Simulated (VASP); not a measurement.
# Pt in VASP: further runs

Runs on Pt. Level: PBE. Tasks: single point, relaxation of the atoms.

All numbers are computed with VASP 6.6.1; they aren't measurements. Logs are shortened: lines on timing, memory, paths and dates and some standing lists are left out, and cuts for length are marked.

### 1 The structure

The cell holds a slab with vacuum, 6 atoms: a = 2.805 Å, b = 2.805 Å, c = 26.452 Å, α = 90.00°, β = 90.00°, γ = 120.00°.

The slab is cut from a database's or a generator's crystal, which needn't be the stable form of the element.

### 2 Single point, PBE

INCAR

```
ALGO     = Fast           # electronic algorithm
DIPOL    = 0.5 0.5 0.500
EDIFF    = 1E-7           # SCF threshold, eV
ENCUT    = 520            # plane-wave cutoff, eV
GGA      = PE             # functional
ICORELEVEL= 1            
IDIPOL   = 3            
ISIF     = 2              # what is computed and relaxed
ISMEAR   = 1              # smearing method
KPAR     = 2            
LASPH    = True           # aspherical terms in the spheres
LCHARG   = False          # write CHGCAR
LDIPOL   = True         
LREAL    = False          # projectors in reciprocal space
LVACPOTAV= True         
LVHAR    = True         
LWAVE    = False          # write WAVECAR
NBANDS   = 39             # bands
NELM     = 80             # most SCF steps
PREC     = Accurate       # precision mode
SIGMA    = 0.1            # smearing width, eV
```

KPOINTS

```
k-points
0
Gamma
  15 15 1
```

POSCAR

```
Pt
1.0
    2.8050756300      0.0000000000      0.0000000000
   -1.4025378200      2.4292667600      0.0000000000
    0.0000000000      0.0000000000     26.4516733100
Pt
6
Direct
    0.6666666700      0.3333333300      0.2835359400
    0.3333333300      0.6666666700      0.3701215600
    0.0000000000      0.0000000000      0.4567071900
    0.6666666700      0.3333333300      0.5432928100
    0.3333333300      0.6666666700      0.6298784400
    0.0000000000      0.0000000000      0.7164640600
```

Potentials or basis: VASP PAW PBE potentials, release 64 (Pt).

The run is started by

```
cat potpaw_PBE.64/Pt/POTCAR > POTCAR
mpirun -np 2 vasp_std > vasp.out
```

OUTCAR:

```text
EDIFF = 1E-7
   ENCUT = 520
   GGA = PE
   ISIF = 2
   ISMEAR = 1
   LASPH = True
   LREAL = False
   NELM = 80
   PREC = Accurate

 ion  position               nearest neighbor table
   1  0.667  0.333  0.284-   2 2.81   2 2.81   2 2.81
   2  0.333  0.667  0.370-   1 2.81   1 2.81   1 2.81   3 2.81   3 2.81   3 2.81
   3  0.000  0.000  0.457-   4 2.81   4 2.81   4 2.81   2 2.81   2 2.81   2 2.81
   4  0.667  0.333  0.543-   3 2.81   3 2.81   3 2.81   5 2.81   5 2.81   5 2.81
   5  0.333  0.667  0.630-   6 2.81   6 2.81   6 2.81   4 2.81   4 2.81   4 2.81
   6  0.000  0.000  0.716-   5 2.81   5 2.81   5 2.81

  LATTYP: Found a hexagonal cell.
 ALAT       =     2.8050756300
 C/A-ratio  =     9.4299323081

  Lattice vectors:

 A1 = (   2.8050756300,   0.0000000000,   0.0000000000)
 A2 = (  -1.4025378200,   2.4292667600,   0.0000000000)
 A3 = (   0.0000000000,   0.0000000000,  26.4516733100)

Analysis of symmetry for initial positions (statically):
=====================================================================
 Subroutine PRICEL returns:
 Original cell was already a primitive cell.

 Routine SETGRP: Setting up the symmetry group for a
 hexagonal supercell.

 Subroutine GETGRP returns: Found 12 space group operations
 (whereof  6 operations were pure point group operations)
 out of a pool of 24 trial point group operations.

The static configuration has the point symmetry C_3v.
 The point group associated with its full space group is D_3d.

Analysis of symmetry for dynamics (positions and initial velocities):
=====================================================================
 Subroutine PRICEL returns:
 Original cell was already a primitive cell.

 Routine SETGRP: Setting up the symmetry group for a
 hexagonal supercell.

 Subroutine GETGRP returns: Found 12 space group operations
 (whereof  6 operations were pure point group operations)
 out of a pool of 24 trial point group operations.

The dynamic configuration has the point symmetry C_3v.
 The point group associated with its full space group is D_3d.

 Subroutine INISYM returns: Found 12 space group operations
 (whereof  6 operations are pure point group operations),
 and found     1 'primitive' translations

----------------------------------------------------------------------------------------

                                     Primitive cell

  volume of cell :     180.2490

  direct lattice vectors                    reciprocal lattice vectors
     2.805075630  0.000000000  0.000000000     0.356496627  0.205823424  0.000000000
    -1.402537820  2.429266760  0.000000000     0.000000000  0.411646846  0.000000000
     0.000000000  0.000000000 26.451673310     0.000000000  0.000000000  0.037804792

  length of vectors
     2.805075630  2.805075637 26.451673310     0.411646847  0.411646846  0.037804792

  position of ions in fractional coordinates (direct lattice)
     0.666666670  0.333333330  0.283535940
     0.333333330  0.666666670  0.370121560
     0.000000000  0.000000000  0.456707190
     0.666666670  0.333333330  0.543292810
     0.333333330  0.666666670  0.629878440
     0.000000000  0.000000000  0.716464060

  ion indices of the primitive-cell ions
   primitive index   ion index
                 1           1
                 2           2
                 3           3
                 4           4
                 5           5
                 6           6

----------------------------------------------------------------------------------------

 KPOINTS: k-points

Automatic generation of k-mesh.
 Grid dimensions read from file:
 generate k-points for:   15   15    1

 Generating k-lattice:

  Cartesian coordinates                     Fractional coordinates (reciprocal lattice)
     0.023766442  0.013721562  0.000000000     0.066666667 -0.000000000  0.000000000
     0.000000000  0.027443123  0.000000000     0.000000000  0.066666667  0.000000000
     0.000000000  0.000000000  0.037804792     0.000000000  0.000000000  1.000000000

  Length of vectors
     0.027443123  0.027443123  0.037804792

  Shift w.r.t. Gamma in fractional coordinates (k-lattice)
     0.000000000  0.000000000  0.000000000

 Subroutine IBZKPT returns following result:
 ===========================================

 Found     27 irreducible k-points:

 Following reciprocal coordinates:
            Coordinates               Weight
  0.000000  0.000000  0.000000      1.000000
  0.066667  0.000000  0.000000      6.000000
  0.133333  0.000000  0.000000      6.000000
  0.200000  0.000000  0.000000      6.000000
  0.266667  0.000000  0.000000      6.000000
  0.333333  0.000000  0.000000      6.000000
[... 16 lines left out ...]
  0.333333  0.200000  0.000000     12.000000
  0.400000  0.200000  0.000000      6.000000
 [... further k-points ...]
   k-points           NKPTS =     27   k-points in BZ     NKDIM =     27   number of bands    NBANDS=     39
   number of dos      NEDOS =    301   number of ions     NIONS =      6
   total plane-waves  NPLWV = 115200
   dimension x,y,z NGX =    24 NGY =   24 NGZ =  200
   dimension x,y,z NGXF=    48 NGYF=   48 NGZF=  400
   ions per type =               6
   NGX,Y,Z   is equivalent  to a cutoff of  14.22, 14.22, 12.57 a.u.
   NGXF,Y,Z  is equivalent  to a cutoff of  28.45, 28.45, 25.14 a.u.
 SYSTEM =  unknown system
   PREC   = accura    normal or accurate (medium, high low for compatibility)
   ISTART =      0    job   : 0-new  1-cont  2-samecut
   ICHARG =      2    charge: 1-file 2-atom 10-const
   ISPIN  =      1    spin polarized calculation?
   LNONCOLLINEAR =      F non collinear calculations
   LSORBIT =      F    spin-orbit coupling
   LASPH  =      T    aspherical Exc in radial PAW
   ENCUT  =  520.0 eV  38.22 Ry    6.18 a.u.   5.22  5.22 49.18*2*pi/ulx,y,z
   NELM   =     80;   NELMIN=  2; NELMDL= -5     # of ELM steps
   EDIFF  = 0.1E-06   stopping-criterion for ELM
   LREAL  =      F    real-space projection
   EDIFFG = 0.1E-05   stopping-criterion for IOM
   NSW    =      0    number of steps for IOM
   IBRION =     -1    ionic relax: 0-MD 1-quasi-New 2-CG
   NFREE  =      0    steps in history (QN), initial steepest desc. (CG)
   ISIF   =      2    stress and relaxation
   ISYM   =      2    0-nonsym 1-usesym 2-fastsym
   POTIM  = 0.5000    time-step for ionic-motion
   TEBEG  =    0.0;   TEEND  =   0.0 temperature during run
   PSTRESS=    0.0 pullay stress
   NELECT =      60.0000    total number of electrons
   NUPDOWN=      -1.0000    fix difference up-down
   EMIN   =  10.00;   EMAX   =-10.00  energy-range for DOS
   EFERMI =   0.00;   METHOD = LEGACY
   ISMEAR =     1;   SIGMA  =   0.10  broadening in eV -4-tet -1-fermi 0-gaus
   EFERMI_NEDOS =   21; number of points for ismear=-14 and -15
   IALGO  =     68    algorithm
   IMIX   =      4    mixing-type and parameters
     AMIX     =   0.40;   BMIX     =  1.00
     AMIX_MAG =   1.60;   BMIX_MAG =  1.00
  volume/ion in A,a.u.               =      30.04       202.73
  Fermi-wavevector in a.u.,A,eV,Ry     =   1.134578  2.144041 17.514327  1.287267
  Thomas-Fermi vector in A             =   2.271282
   LORBIT       =      0    0 simple, 1 ext, 2 COOP (PROOUT), +10 PAW based schemes
   GGA     = PE    functional components
   LHFCALC =     F    Hartree Fock is set to
   AEXX    =    0.0000 exact exchange contribution
   IVDW    =     0    specifies the selected vdW correction
   LEPSILON=     F    determine dielectric tensor
   LRPA    =     F    only Hartree local field effects (RPA)
 non-spin polarized calculation
 RMM-DIIS sequential band-by-band and
 Methfessel and Paxton  Order N= 1 SIGMA  =   0.10
  energy-cutoff  :      520.00
  volume of cell :      180.25
 maximum number of plane-waves:      4893
 NGX is ok and might be reduce to    24
   NGX = 11   NGY = 11   NGZ = 99

 number of electron      59.9999995 magnetization

 dipolmoment           0.000000      0.000000      0.000000 electrons x Angstroem

 Free energy of the ion-electron system (eV)
  ---------------------------------------------------
  ext. energy  EPLUGINS =         0.00000000
  ---------------------------------------------------
  free energy    TOTEN  =       -35.33697041 eV

  energy without entropy =      -35.34134003  energy(sigma->0) =      -35.33842695

 the core state eigenenergies are
   1-  1s -78395.2023  2s -13764.8212  2p -11925.0930  3s  -3228.6727  3p  -2693.1733
       3d  -2113.5450  4s   -688.9671  4p   -513.4096  4d   -300.4819  4f    -63.8888
       5s    -95.3362  5p    -49.4308
   2-  1s -78395.5685  2s -13765.2064  2p -11925.4766  3s  -3229.0699  3p  -2693.5706
       3d  -2113.9415  4s   -689.3809  4p   -513.8252  4d   -300.8996  4f    -64.3103
       5s    -95.7877  5p    -49.8892
   3-  1s -78395.6254  2s -13765.2659  2p -11925.5361  3s  -3229.1282  3p  -2693.6288
       3d  -2114.0001  4s   -689.4374  4p   -513.8817  4d   -300.9560  4f    -64.3664
       5s    -95.8408  5p    -49.9406
   4-  1s -78395.6254  2s -13765.2659  2p -11925.5361  3s  -3229.1282  3p  -2693.6288
       3d  -2114.0001  4s   -689.4374  4p   -513.8817  4d   -300.9560  4f    -64.3664
       5s    -95.8408  5p    -49.9406
   5-  1s -78395.5685  2s -13765.2064  2p -11925.4766  3s  -3229.0699  3p  -2693.5706
       3d  -2113.9415  4s   -689.3809  4p   -513.8252  4d   -300.8996  4f    -64.3103
       5s    -95.7877  5p    -49.8892
   6-  1s -78395.2023  2s -13764.8212  2p -11925.0930  3s  -3228.6727  3p  -2693.1733
       3d  -2113.5450  4s   -688.9671  4p   -513.4096  4d   -300.4819  4f    -63.8888
       5s    -95.3362  5p    -49.4308

 E-fermi :   2.7210     XC(G=0):  -7.5693

 val. band max:        2.7105639464   @ k =   0.4667   0.0000   0.0000
 cond. band min:       2.7254242809   @ k =   0.4667   0.0667   0.0000
 fundamental gap:      0.0148603345
 Fermi energy:         2.7210092997

 k-point     1 :       0.0000    0.0000    0.0000
  band No.  band energies     occupation
      1      -6.8523      2.00000
      2      -6.1315      2.00000
      3      -5.2068      2.00000
      4      -4.4538      2.00000
      5      -4.0739      2.00000
      6      -4.0396      2.00000
[... 31 lines left out ...]
     38       8.1741      0.00000
     39       8.2839      0.00000

 k-point     2 :       0.0667    0.0000    0.0000
  band No.  band energies     occupation
      1      -6.7000      2.00000
      2      -5.9828      2.00000
      3      -5.0589      2.00000
      4      -4.3055      2.00000
      5      -3.9304      2.00000
      6      -3.8926      2.00000
[... 31 lines left out ...]
     38       8.2884      0.00000
     39       8.3647      0.00000

 k-point     3 :       0.1333    0.0000    0.0000
  band No.  band energies     occupation
      1      -6.2603      2.00000
      2      -5.5594      2.00000
      3      -4.6456      2.00000
      4      -3.8965      2.00000
      5      -3.5340      2.00000
      6      -3.4862      2.00000
[... 31 lines left out ...]
     38       8.5855      0.00000
     39       8.6330      0.00000

 k-point     4 :       0.2000    0.0000    0.0000
  band No.  band energies     occupation
      1      -5.5934      2.00000
      2      -4.9420      2.00000
      3      -4.0885      2.00000
      4      -3.3936      2.00000
      5      -3.0318      2.00000
      6      -2.9492      2.00000
[... 31 lines left out ...]
     38       8.9198      0.00000
     39       9.2077      0.00000
[... 754 lines left out ...]
     38      10.3662      0.00000
     39      10.8122      0.00000

 k-point    23 :       0.3333    0.2000    0.0000
  band No.  band energies     occupation
      1      -3.2419      2.00000
      2      -3.1852      2.00000
      3      -2.7712      2.00000
      4      -2.7365      2.00000
      5      -2.6066      2.00000
      6      -2.3554      2.00000
[... 31 lines left out ...]
     38       9.3514      0.00000
     39       9.5161      0.00000

 k-point    24 :       0.4000    0.2000    0.0000
  band No.  band energies     occupation
      1      -3.2315      2.00000
      2      -3.2294      2.00000
      3      -2.7301      2.00000
      4      -2.7146      2.00000
      5      -2.7144      2.00000
      6      -2.3589      2.00000
[... 31 lines left out ...]
     38       8.8002      0.00000
     39       9.3455      0.00000

 [... further k-points ...]

------------------------ aborting loop because EDIFF is reached ----------------------------------------

  FORCE on cell =-STRESS in cart. coord.  units (eV):
  Direction    XX          YY          ZZ          XY          YZ          ZX
  --------------------------------------------------------------------------------------
  -------------------------------------------------------------------------------------
  Total       -4.3939263     -4.3939263      0.2532652      0.0000000      0.0000000     -0.0000000
  in kB      -39.0562388    -39.0562389      2.2511954      0.0000001      0.0000000     -0.0000000
  external PRESSURE =     -25.2870941 kB  Pullay stress =       0.0000000 kB

 VOLUME and BASIS-vectors are now :
 -----------------------------------------------------------------------------
  energy-cutoff  :      520.00
  volume of cell :      180.25
      direct lattice vectors                 reciprocal lattice vectors
     2.805075630  0.000000000  0.000000000     0.356496627  0.205823424  0.000000000
    -1.402537820  2.429266760  0.000000000     0.000000000  0.411646846  0.000000000
     0.000000000  0.000000000 26.451673310     0.000000000  0.000000000  0.037804792

 POSITION                                       TOTAL-FORCE (eV/Angst)
 -----------------------------------------------------------------------------------
      1.40254      0.80976      7.50000        -0.000000      0.000000     -0.169021
     -0.00000      1.61951      9.79033         0.000000      0.000000      0.225154
      0.00000      0.00000     12.08067         0.000000     -0.000000      0.026664
      1.40254      0.80976     14.37100        -0.000000      0.000000     -0.026664
     -0.00000      1.61951     16.66134        -0.000000     -0.000000     -0.225154
      0.00000      0.00000     18.95167         0.000000     -0.000000      0.169021
 -----------------------------------------------------------------------------------
    total drift:                               -0.000000      0.000000      0.000001

  FREE ENERGIE OF THE ION-ELECTRON SYSTEM (eV)
  ---------------------------------------------------
  free  energy   TOTEN  =       -35.3369704140 eV

  energy  without entropy=      -35.3413400266  energy(sigma->0) =      -35.33842695

 vacuum level on the upper side and lower side of the slab         8.453         8.453
```

Run time: 2.8 min. Hardware: 2 MPI ranks of Intel Xeon Platinum 8488C (Sapphire Rapids), shared host; peak memory 0.4 GiB.

Results:

```
Free energy                     : -35.3370 eV
Largest force                   : 0.225 eV/Å
Band gap on the k mesh          : none (metal or under the smearing width)
Work function of the upper face : 5.73 eV
Work function of the lower face : 5.73 eV
```

Forces in eV/Å, atoms in the order of the input:
```
Pt   0.000  0.000 -0.169
Pt   0.000  0.000  0.225
Pt   0.000  0.000  0.027
Pt   0.000  0.000 -0.027
Pt   0.000  0.000 -0.225
Pt   0.000  0.000  0.169
```

Levels at points of the mesh, in eV from the Fermi level:
```csv
k point,band 27,band 28,band 29,band 30,band 31,band 32
"(0.00, 0.00, 0.00)",-1.49,-1.20,-1.20,-0.72,-0.72,-0.21
```

Core levels (eV, on the scale of the bands):
| atom | levels |
| --- | --- |
| 1 Pt | 1s -78395.2, 2s -13764.8, 2p -11925.1, 3s -3228.7, 3p -2693.2, 3d -2113.5, 4s -689.0, 4p -513.4, 4d -300.5, 4f -63.9, 5s -95.3, 5p -49.4 |
| 2 Pt | 1s -78395.6, 2s -13765.2, 2p -11925.5, 3s -3229.1, 3p -2693.6, 3d -2113.9, 4s -689.4, 4p -513.8, 4d -300.9, 4f -64.3, 5s -95.8, 5p -49.9 |
| 3 Pt | 1s -78395.6, 2s -13765.3, 2p -11925.5, 3s -3229.1, 3p -2693.6, 3d -2114.0, 4s -689.4, 4p -513.9, 4d -301.0, 4f -64.4, 5s -95.8, 5p -49.9 |
| 4 Pt | 1s -78395.6, 2s -13765.3, 2p -11925.5, 3s -3229.1, 3p -2693.6, 3d -2114.0, 4s -689.4, 4p -513.9, 4d -301.0, 4f -64.4, 5s -95.8, 5p -49.9 |
| 5 Pt | 1s -78395.6, 2s -13765.2, 2p -11925.5, 3s -3229.1, 3p -2693.6, 3d -2113.9, 4s -689.4, 4p -513.8, 4d -300.9, 4f -64.3, 5s -95.8, 5p -49.9 |
| 6 Pt | 1s -78395.2, 2s -13764.8, 2p -11925.1, 3s -3228.7, 3p -2693.2, 3d -2113.5, 4s -689.0, 4p -513.4, 4d -300.5, 4f -63.9, 5s -95.3, 5p -49.4 |

Spin-orbit coupling is left out, which matters for the levels of Pt.

[end of part 1 of 3]
